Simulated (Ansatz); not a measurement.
Theory: DFT PBE, scalar-relativistic, plane waves, PAW (Ansatz 0.2.0). All cells share a 420 eV cutoff and Γ-centred k meshes spaced at most about 0.3 Å⁻¹ (about 0.25 or finer for metals, 2π included). No spin polarisation in the final relaxations.

These are static total energies at zero pressure.

Two relaxed structures of In3GaP4:

A.

```yaml
crystal:
  lattice:
    - [5.84617, 0.00000, 0.00000]
    - [0.00000, 5.84617, 0.00000]
    - [0.00000, 0.00000, 5.84617]
  atoms:
    - { symbol: In, position: [0.00000, 0.00000, 0.50000] }
    - { symbol: In, position: [0.00000, 0.50000, 0.00000] }
    - { symbol: In, position: [0.50000, 0.00000, 0.00000] }
    - { symbol: Ga, position: [0.50000, 0.50000, 0.50000] }
    - { symbol: P, position: [0.26097, 0.26097, 0.26097] }
    - { symbol: P, position: [0.26097, 0.73903, 0.73903] }
    - { symbol: P, position: [0.73903, 0.26097, 0.73903] }
    - { symbol: P, position: [0.73903, 0.73903, 0.26097] }
```

B.

```yaml
crystal:
  lattice:
    - [3.86653, 0.00000, 0.00000]
    - [0.00000, 3.86653, 0.00000]
    - [0.00000, 0.00000, 10.88544]
  atoms:
    - { symbol: In, position: [0.00000, 0.00000, 0.75318] }
    - { symbol: In, position: [0.00000, 0.00000, 0.24682] }
    - { symbol: In, position: [0.50000, 0.50000, 0.50000] }
    - { symbol: Ga, position: [0.50000, 0.50000, 0.00000] }
    - { symbol: P, position: [0.00000, 0.00000, 0.00000] }
    - { symbol: P, position: [0.50000, 0.50000, 0.23458] }
    - { symbol: P, position: [0.00000, 0.00000, 0.50000] }
    - { symbol: P, position: [0.50000, 0.50000, 0.76542] }
```

Task: Which is lower in energy, and by how much?

Result: A is lower, by 294 meV/atom. A has In and Ga ordered on zinc blende sites, space group P-43m (No. 215), 25.0 Å³/atom and a gap of 0.62 eV on its mesh; B has In and Ga ordered on rock salt sites, space group P4/mmm (No. 123), 20.3 Å³/atom and no gap. Counting P atoms around Ga and In (those within 1.25 times the shortest such distance or 1.15 times the sum of covalent radii), A has In 4, Ga 4 and B has In 6, Ga 6. The lower one is the more open, so pressure narrows the difference. Both come from invented guesses.

Kohn–Sham gaps at this level usually fall short of measured ones. Cells relaxed within their symmetry can be saddle points.
